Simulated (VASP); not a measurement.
A run of VASP 6.6.1:

File INCAR:

```
ALGO = Normal
EDIFF = 1E-7
ENCUT = 520
GGA = PE
ISIF = 2
ISMEAR = -1
ISPIN = 2
LASPH = T
LCHARG = F
LMAXMIX = 4
LORBIT = 11
LREAL = F
LWAVE = F
MAGMOM = 0 2 0 0 0
NBANDS = 32
NELM = 150
PREC = Accurate
SIGMA = 0.05
```

KPOINTS

```
k-points
0
Gamma
  7 7 7
```

File POSCAR:

```
SrVO3
1.0
    3.8409000000      0.0000000000      0.0000000000
    0.0000000000      3.8409000000      0.0000000000
    0.0000000000      0.0000000000      3.8409000000
Sr V O
1 1 3
Direct
    0.5025740000      0.4914350000      0.5070830000
    0.0107640000      0.0086080000      0.0026580000
   -0.0010680000      0.0173340000      0.4988290000
   -0.0157720000      0.4944300000      0.0129660000
    0.5105230000     -0.0036700000     -0.0048390000
```

Potentials or basis: VASP PAW PBE potentials, release 64 (Sr_sv, V_sv, O).

Launch:

```bash
$ cat potpaw_PBE.64/Sr_sv/POTCAR potpaw_PBE.64/V_sv/POTCAR potpaw_PBE.64/O/POTCAR > POTCAR
$ mpirun -np 1 vasp_std > vasp.out
```

Hardware: 1 thread of Intel(R) Xeon(R) Platinum 8375C CPU @ 2.90GHz (Ice Lake), on a shared host.

Q: How long does it take, and how much memory?

A: It took 13 min on 1 thread of Intel(R) Xeon(R) Platinum 8375C CPU @ 2.90GHz (Ice Lake), with other jobs on the host, peak memory 0.55 GiB. Counts: scf iterations 18, k points 172.
